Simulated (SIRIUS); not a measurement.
Runs of SIRIUS 7.12.0 on SiO2. Symmetry: P4_32_12, No. 96, tetragonal system. Conventional cell: a = 4.976 Å, b = 4.976 Å, c = 6.901 Å, α = 90.00°, β = 90.00°, γ = 90.00°. Si (site symmetry 2) has 4 O at 1.61 Å as nearest neighbours. Around O (site symmetry 1) lie 2 Si at 1.61 Å. The cell comes from a database or a generator and needn't be the stable form of this composition.

```csv
potentials or basis,cutoff (eV),radial cutoff for the potentials' integrals,gap on the mesh (eV),pressure (GPa),largest force (eV/Å)
PseudoDojo 0.4.1 PBE standard (scalar relativistic),1152,6.5 bohr,5.77,(b),0.24
PseudoDojo 0.4 PBE stringent (scalar relativistic),1254,6.5 bohr,5.76,(a),0.25
GBRV 1.5 PBE (ultrasoft),557,-,5.76,5.0,0.30
SSSP 1.3.0 PBE efficiency,828,-,5.73,5.0,0.30
SPMS 1.0 PBE (norm-conserving),1152,6.5 bohr,5.77,4.3,0.24
```

Alike in all rows: task single point; level PBE; no spin polarisation; cell as given; k mesh 3 × 3 × 2; smearing fermi-dirac 0.05 eV; the mesh is coarse, so values aren't converged.

Problem. Estimate the missing entries.

Solution. (a) 4.5; (b) 4.2.

Caveats: all runs use coarse meshes.

